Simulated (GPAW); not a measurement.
# Ge (Pm-3m) in GPAW: reference runs

Aim: a first look at Ge with PBE, on the cell as given.

Everything below comes from runs of GPAW 26.7.0. Logs are shortened: lines on timing, memory, paths and dates and some standing lists are left out, and cuts for length are marked. The log counts tension as positive stress, the text compression.

**1. Starting point**

It takes space group Pm-3m (No. 221, cubic). Conventional cell: a = 2.710 Å, b = 2.710 Å, c = 2.710 Å, α = 90.00°, β = 90.00°, γ = 90.00°. Around Ge (site symmetry m-3m) lie 6 Ge at 2.71 Å.

The cell was built by a generator and needn't be a form met in nature.

**2. Single point, PBE**

run.py reads:

```python
from ase import Atoms
from ase.dft.bandgap import bandgap
from ase.io import write
from ase.units import Bohr, GPa
from gpaw import GPAW, PW
from gpaw.elf import elf_from_dft_calculation

atoms = Atoms(['Ge'],
              cell=[[2.71047, 0.0, 0.0],
                    [0.0, 2.71047, 0.0],
                    [0.0, 0.0, 2.71047]],
              scaled_positions=[[0.0, 0.0, 0.0]],
              pbc=True)

calc = GPAW(mode=PW(600),
            xc='PBE',
            kpts={'size': (10, 10, 10), 'gamma': True},
            occupations={'name': 'fermi-dirac', 'width': 0.05},
            nbands=8,
            convergence={'density': 1e-05, 'energy': 1e-05},
            maxiter=150,
            txt='gpaw.txt')
atoms.calc = calc
energy = atoms.get_potential_energy()
forces = atoms.get_forces()
stress = atoms.get_stress()
calc.write('gs.gpw')
write('result.traj', atoms)
print(f'Energy: {energy:.6f} eV')
print('Forces (eV/A):')
print(forces.round(4))
print('Stress (GPa):', (stress / GPa).round(3))
print('Fermi level:', round(calc.get_fermi_level(), 4), 'eV')
print(f'Gap: {bandgap(calc)[0]:.4f} eV, direct: {bandgap(calc, direct=True)[0]:.4f} eV')

# fields on the real-space grid
write('density.cube', atoms, data=calc.get_pseudo_density() * Bohr**3)
write('potential.cube', atoms, data=calc.get_electrostatic_potential())
write('elf.cube', atoms, data=elf_from_dft_calculation(calc).data)
```

Potentials or basis: GPAW PAW data sets (gpaw-data 1.2.1), pw.

The run is started by

```
$ OMP_NUM_THREADS=1 python run.py
```

gpaw.txt:

```text
__  _  _
 | _ |_)|_||  |
 |__||  | ||/\| - 26.7.0

Input parameters:
  mode=PW(ecut=600.0),
  convergence={'density': 1e-05, 'energy': 1e-05},
  kpts=MonkhorstPack(size=(10, 10, 10), gamma=True),
  maxiter=150,
  nbands=8,
  occupations=Occupations(name='fermi-dirac', width=0.05),
  xc=XC(name='PBE')

Diagonalizing LCAO Hamiltonian
Converting LCAO to pw mode
   .------.
  /|      |
 * |      |
 | .------.
 |/      /
 Ge-----*

Atoms  # Å, Bohr magnetons
|   | symbol |        x |        y |        z |    initial magnetic moments |
|---|--------|----------|----------|----------|-----------------------------|
| 0 |     Ge | 0.000000 | 0.000000 | 0.000000 | ( 0.0000,  0.0000,  0.0000) |

Unit cell  # Å
| periodic |        x |        y |        z |  lengths |    angles |
|----------|----------|----------|----------|----------|-----------|
|      yes | 2.710470 | 0.000000 | 0.000000 | 2.710470 | 90.000000 |
|      yes | 0.000000 | 2.710470 | 0.000000 | 2.710470 | 90.000000 |
|      yes | 0.000000 | 0.000000 | 2.710470 | 2.710470 | 90.000000 |

Number of symmetries: 48
Symmetry operations  # r_c * U_cc + t_c -> r_c
|    | kind |            matrix            |
|----|------|------------------------------|
|  0 |  E   |  1, 0, 0,  0, 1, 0,  0, 0, 1 |
|  1 |  σ   |  1, 0, 0,  0, 1, 0,  0, 0,-1 |
|  2 |  σ   |  1, 0, 0,  0, 0, 1,  0, 1, 0 |
|  3 |  C4  |  1, 0, 0,  0, 0, 1,  0,-1, 0 |
|  4 |  C4  |  1, 0, 0,  0, 0,-1,  0, 1, 0 |
|  5 |  σ   |  1, 0, 0,  0, 0,-1,  0,-1, 0 |
|  6 |  σ   |  1, 0, 0,  0,-1, 0,  0, 0, 1 |
|  7 |  C2  |  1, 0, 0,  0,-1, 0,  0, 0,-1 |
|  8 |  σ   |  0, 1, 0,  1, 0, 0,  0, 0, 1 |
|  9 |  C2  |  0, 1, 0,  1, 0, 0,  0, 0,-1 |
| 10 |  C3  |  0, 1, 0,  0, 0, 1,  1, 0, 0 |
| 11 |  S6  |  0, 1, 0,  0, 0, 1, -1, 0, 0 |
| 12 |  S6  |  0, 1, 0,  0, 0,-1,  1, 0, 0 |
| 13 |  C3  |  0, 1, 0,  0, 0,-1, -1, 0, 0 |
| 14 |  C4  |  0, 1, 0, -1, 0, 0,  0, 0, 1 |
| 15 |  S4  |  0, 1, 0, -1, 0, 0,  0, 0,-1 |
| 16 |  C3  |  0, 0, 1,  1, 0, 0,  0, 1, 0 |
| 17 |  S6  |  0, 0, 1,  1, 0, 0,  0,-1, 0 |
| 18 |  σ   |  0, 0, 1,  0, 1, 0,  1, 0, 0 |
| 19 |  C4  |  0, 0, 1,  0, 1, 0, -1, 0, 0 |
| 20 |  C2  |  0, 0, 1,  0,-1, 0,  1, 0, 0 |
| 21 |  S4  |  0, 0, 1,  0,-1, 0, -1, 0, 0 |
| 22 |  S6  |  0, 0, 1, -1, 0, 0,  0, 1, 0 |
| 23 |  C3  |  0, 0, 1, -1, 0, 0,  0,-1, 0 |
| 24 |  S6  |  0, 0,-1,  1, 0, 0,  0, 1, 0 |
| 25 |  C3  |  0, 0,-1,  1, 0, 0,  0,-1, 0 |
| 26 |  C4  |  0, 0,-1,  0, 1, 0,  1, 0, 0 |
| 27 |  σ   |  0, 0,-1,  0, 1, 0, -1, 0, 0 |
| 28 |  S4  |  0, 0,-1,  0,-1, 0,  1, 0, 0 |
| 29 |  C2  |  0, 0,-1,  0,-1, 0, -1, 0, 0 |
| 30 |  C3  |  0, 0,-1, -1, 0, 0,  0, 1, 0 |
| 31 |  S6  |  0, 0,-1, -1, 0, 0,  0,-1, 0 |
| 32 |  C4  |  0,-1, 0,  1, 0, 0,  0, 0, 1 |
| 33 |  S4  |  0,-1, 0,  1, 0, 0,  0, 0,-1 |
| 34 |  S6  |  0,-1, 0,  0, 0, 1,  1, 0, 0 |
| 35 |  C3  |  0,-1, 0,  0, 0, 1, -1, 0, 0 |
| 36 |  C3  |  0,-1, 0,  0, 0,-1,  1, 0, 0 |
| 37 |  S6  |  0,-1, 0,  0, 0,-1, -1, 0, 0 |
| 38 |  σ   |  0,-1, 0, -1, 0, 0,  0, 0, 1 |
| 39 |  C2  |  0,-1, 0, -1, 0, 0,  0, 0,-1 |
| 40 |  σ   | -1, 0, 0,  0, 1, 0,  0, 0, 1 |
| 41 |  C2  | -1, 0, 0,  0, 1, 0,  0, 0,-1 |
| 42 |  C2  | -1, 0, 0,  0, 0, 1,  0, 1, 0 |
| 43 |  S4  | -1, 0, 0,  0, 0, 1,  0,-1, 0 |
| 44 |  S4  | -1, 0, 0,  0, 0,-1,  0, 1, 0 |
| 45 |  C2  | -1, 0, 0,  0, 0,-1,  0,-1, 0 |
| 46 |  C2  | -1, 0, 0,  0,-1, 0,  0, 0, 1 |
| 47 |  i   | -1, 0, 0,  0,-1, 0,  0, 0,-1 |

BZ-sampling:
  Number of BZ points: 1000
  Number of IBZ points: 56

  Monkhorst-Pack size: [10, 10, 10]
  Monkhorst-Pack shift: [0.05, 0.05, 0.05]

K-points  # in reciprocal-cell coordinates
|     |                                coordinates |     weight |
|-----|--------------------------------------------|------------|
|   0 | (  0.00000000,   0.00000000,   0.00000000) | 0.00100000 |
|   1 | (  0.10000000,   0.00000000,   0.00000000) | 0.00600000 |
|   2 | (  0.10000000,   0.10000000,   0.00000000) | 0.01200000 |
|   3 | (  0.10000000,   0.10000000,   0.10000000) | 0.00800000 |
|   4 | (  0.20000000,   0.00000000,   0.00000000) | 0.00600000 |
|   5 | (  0.20000000,   0.10000000,   0.00000000) | 0.02400000 |
|   6 | (  0.20000000,   0.10000000,   0.10000000) | 0.02400000 |
|   7 | (  0.20000000,   0.20000000,   0.00000000) | 0.01200000 |
|   8 | (  0.20000000,   0.20000000,   0.10000000) | 0.02400000 |
|   9 | (  0.20000000,   0.20000000,   0.20000000) | 0.00800000 |
| ... |                                            |            |
|  55 | (  0.50000000,   0.50000000,   0.50000000) | 0.00100000 |

Plane wave coefficients: 691
Cutoff: 600.0 eV

Spin-components: 1 (collinear spins)
Bands:           8
Projectors:      5
Spin-degeneracy: 2
Datatype:        complex128

Parallelization:
  kpt:    1
  domain: 1
  band:   1

Density:
  Valence electrons: 4.0
  Components: 1
  Grid points: [16 16 16]
  Charge: 0.0  # |e|

Potential:
  Grid points: [16 16 16]

species:
  Ge:
    name:    Germanium
    Z:       32.0
    valence: 4
    core:    28
    charge:  0.0  # [|e|]
    compensation charges:
      type: gauss
      rc: 0.32  # [Å]
      lmax: 2
    cutoffs:
      filter: 1.77  # [Å]
      core: 3.42  # [Å]
    projectors
    | kind |    occ | energy [eV] | rcut [Å] |
    |------|--------|-------------|----------|
    |   4s |  2.000 |     -11.726 |    1.005 |
    |   4p |  2.000 |      -3.896 |    1.005 |
    |    s |        |      15.485 |    1.005 |
    |    p |        |      23.315 |    1.005 |
    |    d |        |       0.000 |    1.005 |

    Using partial waves for Ge as LCAO basis

Reference energy: -57097.637853  # eV

eigensolver:
  PPCG
  Converge bands: occupied
  niter=2

density mixing:
  MSR1-Mixer
  Pratt-step length: 0.05
  Maximum mixing coefficient: 0.75
  Old densities: 10
  SVD Regularization: 0.005
  Good broyden scale: 1.0
  Trust region scale: 1.0
  Backstep threshold: 4.0
  History deletion threshold: 6.0
  Fourier metric: weight=20.0, sigma=0.015

occupation numbers:
  Fermi-Dirac:
    width: 0.0500  # eV

poisson solver:
  ecut: 4800.0  # eV

xc functional:
  name: PBE with 2 nearest neighbor stencil

convergence criteria:
- Maximum integral of absolute [dens]ity change: 1e-05 electrons / valence electron
- Maximum [total energy] change in last 3 cyles: 1e-05 eV / valence electron
- Maximum integral of absolute [eigenst]ate change: 4e-08 eV^2 / valence electron
maximum number of iterations: 150

SCF iterations
|iter     | |      energy | eigst |  dens |
|---------|-|-------------|-------|-------|
|iter:   1| |   -4.305939 | -0.78 |       |
|iter:   2| |   -4.306411 | -3.19 | -1.21 |
|iter:   3| |   -4.308212 | -3.64 | -1.23 |
|iter:   4| |   -4.308818 | -4.55 | -1.75 |
|iter:   5| |   -4.308818 | -5.54 | -2.62 |
|iter:   6| |   -4.308818c| -7.59c| -3.89 |
|iter:   7| |   -4.308818c| -7.48c| -4.43 |
|iter:   8| |   -4.308818c| -8.73c| -5.52c|

Converged in 8 steps
Energy contributions relative to reference atoms: (reference = -57097.637853)

Energy contributions:
  Kinetic:           7.366042
  Coulomb:          -6.660965
  Zero:             -0.000517
  External:          0.000000
  Xc:               -5.011862
  Entropy:          -0.003032
  Spinorbit:         0.000000
  ----------------------------
  Free energy:      -4.310334
  Extrapolated:     -4.308818

dipole moment: (-8.859391, -8.859391, -8.859391)  # |e|*Ang

Fermi level: 7.043
Eigenvalues  # (at kpt = [0.000, 0.000, 0.000])
| band index |      eig [eV] | occ [0-2] |
|------------|---------------|-----------|
|          0 |        -5.687 |     2.000 |
|          1 |        13.652 |     0.000 |
|          2 |        13.652 |     0.000 |
|          3 |        13.652 |     0.000 |
|          4 |        16.929 |     0.000 |
|          5 |        16.929 |     0.000 |
|          6 |        19.489 |     0.000 |
|          7 |        32.331 |     0.000 |

No gap
No difference between direct/indirect transitions

Forces  # eV/Ang
|       x |        y |       z |
|---------|----------|---------|
| 0.00000 | -0.00000 | 0.00000 |  # Ge   0

Stress tensor  # eV/Ang^3
|        x |        y |        z |
|----------|----------|----------|
| 0.003612 | 0.000000 | 0.000000 |
| 0.000000 | 0.003612 | 0.000000 |
| 0.000000 | 0.000000 | 0.003612 |

# Writing to gs.gpw (mode='')
```

Run time: 3.9 s. Hardware: 1 thread of Arm Neoverse V2, shared host; peak memory 0.13 GiB.

What came out:

```yaml
Free_energy: -4.3103 eV
Pressure: -0.6 GPa
Band_gap_on_the_k_mesh: none (metal or under the smearing width)
```
